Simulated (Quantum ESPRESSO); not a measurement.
Crystal: CoO.

```
CELL_PARAMETERS angstrom
1.60222 0.92504 2.56647
-1.60222 0.92504 2.56647
0.00000 -1.85008 2.56647
ATOMIC_POSITIONS crystal
Co 0.99898 0.99898 0.99898
O 0.75102 0.75102 0.75102
```

Measurements of this composition are mostly on another form, of space group No. 225.

```yaml
Program: Quantum ESPRESSO 7.5
Task: single point
Functional: PBEsol
Potentials_or_basis: GBRV 1.5 PBEsol
Cutoff: 762 eV
Density_cutoff: 6095 eV
k_mesh: 10 × 10 × 10
Occupations: fermi-dirac, width 0.05 eV
Spin: collinear spin, ferromagnetic start
Starting_moments: "[2.0, 0.0] μB"
```

On this cell: pressure -6.9 GPa; largest force 0.236 eV/Å; net moment 2.91 μB per cell; site moments Co +2.34; O +0.35 μB; band gap on the k mesh none (metal or under the smearing width).

The same run follows on a disturbed copy (atoms moved at random, drawn with an rms of 0.05 Å):

```xyz
2
Lattice="1.6022 0.9250 2.5665 -1.6022 0.9250 2.5665 0.0000 -1.8501 2.5665" Properties=species:S:1:pos:R:3 pbc="T T T"
Co    0.0168    0.0467    7.6922
O    -0.0314    0.0301    5.7840
```

**Question.** What does the disturbed cell give?

**Answer.** The energy (extrapolated to zero smearing) moves by +1.8 meV/atom; pressure -6.8 GPa; largest force 0.269 eV/Å; net moment 2.91 μB per cell; site moments Co +2.33; O +0.35 μB; band gap on the k mesh none (metal or under the smearing width).

Forces in eV/Å, atoms in the order of the input:
```
Co  -0.150 -0.067  0.213
O    0.150  0.067 -0.213
```

Stress tensor (GPa, compression positive):
```
-7.80  1.80  1.43
 1.80 -9.22  0.57
 1.43  0.57 -3.50
```

Caveats: a cell with one magnetic atom can't hold antiferromagnetic order, which such compounds often take; semilocal functionals often make such compounds metallic where correlation or magnetic order opens a gap, which also shifts bond lengths.
